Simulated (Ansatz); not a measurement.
SnTe under changes of volume

One of the cells (31.281 Å³/atom); the others are scaled copies at fixed shape and fractional positions:

```
Te Sn
1.0
     0.00000    3.15085    3.15085
     3.15085    0.00000    3.15085
     3.15085    3.15085    0.00000
Te Sn
1 1
Direct
  0.50000 0.50000 0.50000
  0.00000 0.00000 0.00000
```

```yaml
Program: Ansatz 0.2.0
Functional: HISS
Potentials_or_basis: Ansatz PAW
Cutoff: "420 eV (not typed: the program's choice for these potentials)"
k_mesh: 4 × 4 × 4
Occupations: fermi-dirac, width 0.05 eV
Spin: no spin polarisation
```

| volume (Å³/atom) | energy over the lowest point (meV/atom) | pressure (GPa) |
| --- | --- | --- |
| 29.404 | 34.11 | 3.9 |
| 30.030 | 20.89 | 3.0 |
| 30.656 | 10.34 | 2.1 |
| 31.281 | 3.22 | 1.2 |
| 31.907 | 0.00 | 0.3 |
| 32.532 | 0.41 | -0.6 |
| 33.158 | ? | ? |

**Question.** What does the run at 33.158 Å³/atom give?

**Answer.** Energy over the lowest point 4.17 meV/atom; pressure -1.4 GPa.

Worked out: A Birch-Murnaghan fit of order 3 (a polynomial in V^(-2/3)) to the other rows has its minimum at 32.14 Å³/atom with B0 = V·E''(V) = 53 GPa (rough, since the energies scatter). It gives 5.12 meV/atom at 33.158 Å³/atom, against the run's 4.17, and -dE/dV = -1.7 GPa, against -1.4.

Energies are extrapolated to zero smearing.

Caveats: all runs use coarse meshes; the PAW data sets come from PBE, with cores solved anew for the run's functional, which leaves a small shift of forces and pressure; the thresholds are loose for stress.
